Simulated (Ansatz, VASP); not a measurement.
This is a calculation of TiAl for VASP 6.6.1.

The input INCAR:

```
PREC = Accurate
ENCUT = 520
EDIFF = 1E-7
ISMEAR = -1
SIGMA = 0.05
LREAL = F
LASPH = T
NELM = 80
ALGO = Normal
ISIF = 2
LWAVE = F
LCHARG = F
GGA = PS
NBANDS = 14
```

File KPOINTS:

```
regular mesh
0
Gamma
  11 11 6
```

The input POSCAR:

```
TiAl
1.0
    2.8672622327      0.0000000000      0.0000000000
   -1.4336311163      2.4831219328      0.0000000000
    0.0000000000      0.0000000000      4.6780830000
Ti Al
1 1
Direct
   -0.0097550000      0.0048560000      0.0113100000
    0.3481230000      0.6626870000      0.5163250000
```

Potentials or basis: VASP PAW PBE potentials, release 64 (Ti_sv, Al).

Launch:

```console
$ cat potpaw_PBE.64/Ti_sv/POTCAR potpaw_PBE.64/Al/POTCAR > POTCAR
$ mpirun -np 1 vasp_std > vasp.out
```

Problem. Set up the same calculation for Ansatz 0.2.0. Potentials there: Ansatz PAW.

Solution. As run (the cutoff follows the program's own potentials):

Contents of input.yaml:

```yaml
crystal:
  lattice:
    - [2.8672622327, 0.0, 0.0]
    - [-1.4336311163, 2.4831219328, 0.0]
    - [0.0, 0.0, 4.678083]
  atoms:
    - { symbol: Ti, position: [-0.009755, 0.004856, 0.01131] }
    - { symbol: Al, position: [0.348123, 0.662687, 0.516325] }
hamiltonian:
  xc: pbesol
  pseudopotentials: { kind: paw }
kpoints:
  mp_grid: { grid: [11, 11, 6] }
scf:
  occupations: { method: fermi_dirac, width: 0.05 }
output:
  forces: true
  stress: true
  eigenvalues: true
```

Potentials or basis: Ansatz PAW.

Command:

```console
$ ansatz run input.yaml --threads 1 --pin off --max-ram 3584MiB --backend cpu --events-out ev --progress --plain --runs-dir out
```

Both were run:

|  | VASP | Ansatz | Ansatz less VASP |
| --- | --- | --- | --- |
| gap on the k mesh at the Fermi level (eV) | none | none | - |
| pressure (GPa) | -2.8 | -2.8 | +0.01 |
| largest component of the traceless stress (GPa) | 1.29 | 1.29 | -0.002 |
| rms of the force components (eV/Å) | 0.127 | 0.127 | -0.0002 |

Atom by atom the forces differ by 0.000 eV/Å (rms over components). A gap of «none» marks a metal or a gap that the smearing closes.

Caveats: the PAW data sets were made with another functional, which shifts forces and pressure a little (VASP); the PAW data sets come from PBE, with cores solved anew for the run's functional, which leaves a small shift of forces and pressure (Ansatz).
